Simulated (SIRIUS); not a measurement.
## ZrS2 in SIRIUS: convergence with lmax of the potential

ZrS2:

```
Zr S
1.0
     3.69138    0.00000    0.00000
    -1.84569    3.19683    0.00000
     0.00000    0.00000    6.04108
Zr S
1 2
Direct
  0.00000 0.00000 0.00000
  0.33333 0.66667 0.23791
  0.66667 0.33333 0.76209
```

The cell is a database's computed one.

- Program: SIRIUS 7.12.0
- Task: convergence study
- Functional: PBE
- Potentials or basis: all-electron FP-LAPW
- Cutoff: 168 eV
- Basis: apw+lo standard
- k mesh: 8 × 8 × 5
- Occupations: fermi-dirac, width 0.05 eV
- Spin: no spin polarisation

These are the settings of the first run; the series varies lmax of the potential, with any setting tied to it.

Hardware: 1 thread of Arm Neoverse V2, with other jobs on the host.

```csv
lmax of the potential,"energy less the tightest run, at zero smearing (meV/atom)",largest force (eV/Å),gap on the mesh (eV),SCF cycles,CPU time (s),peak memory (GiB)
2,112.36,0.304,1.003,8,87,0.43
3,75.59,0.228,0.988,9,97,0.44
4,-6.66,0.000,1.070,8,90,0.46
6,-1.34,0.038,1.050,8,99,0.54
8,-0.04,0.036,1.055,8,100,0.63
10,0.00,0.037,1.054,8,110,0.75
```

Against the tightest run, the energy stays within 1 meV/atom from 8 on; the largest force stays within 0.005 eV/Å from 6 on; the gap on the mesh stays within 0.01 eV from 6 on. The tightest run that finished is the yardstick and may itself not be fully converged.

Caveat, for the tightest run too: an odd mesh through Γ misses points on the zone boundary, where band edges often lie.
